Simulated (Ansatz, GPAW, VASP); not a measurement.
# One calculation of MgO, 3 ways

```
Mg O
1.0
     0.00000    2.09700    2.09700
     2.09700    0.00000    2.09700
     2.09700    2.09700    0.00000
Mg O
1 1
Direct
  0.00000 0.00000 0.00000
  0.50000 0.50000 0.50000
```

The cell is a database's computed one, not the measured one.

Alike in all runs: task single point; functional PBE; k mesh 11 × 11 × 11; occupations gaussian, width 0.018 eV; no spin polarisation; no spin-orbit coupling. Pressure is positive in compression and, in plane waves, holds the error of the finite cutoff.

| program and potentials | plane-wave cutoff (eV) | notes | pressure (GPa) |
| --- | --- | --- | --- |
| VASP, PBE PAW files Mg, O, 520 eV | 520 | 4 valence electrons an atom on average | 6.19 |
| GPAW, GPAW PAW data sets (gpaw-data 1.2.1) | 800 | 8 valence electrons an atom on average | 6.97 |
| Ansatz, all-electron LAPW, scalar-relativistic | - | - | 6.97 |

The pressure spans 6.19 (VASP, PBE PAW files Mg, O, 520 eV) to 6.97 GPa (Ansatz, all-electron LAPW, scalar-relativistic), with all-electron results at 6.97.

The functional is the same throughout but for its coding, so the spread measures potentials, basis and numerics; runs on potential files found faulty are left out.

All three runs put the crystal under compression, so PBE would expand this cell. That fits the functional's known tendency to make ionic oxides slightly too large, and suggests that the cell was relaxed with a functional that binds more tightly. The resistance to compression comes mainly from Pauli repulsion between the closed shells of Mg²⁺ and O²⁻, which balances the Madelung attraction.

GPAW and the all-electron calculation agree at 6.97 GPa, while VASP gives 6.19 GPa. The valence counts imply that VASP keeps the Mg 2p shell in the frozen core, whereas GPAw treats it as valence. This shell is the outermost one of the cation and meets the oxide density directly, so freezing it may alter the repulsion. The lower plane-wave cutoff is another possible cause, since an incomplete basis usually biases the pressure downwards, and these runs cannot separate the two. Agreement at a single volume also leaves open whether the programs would give the same bulk modulus.
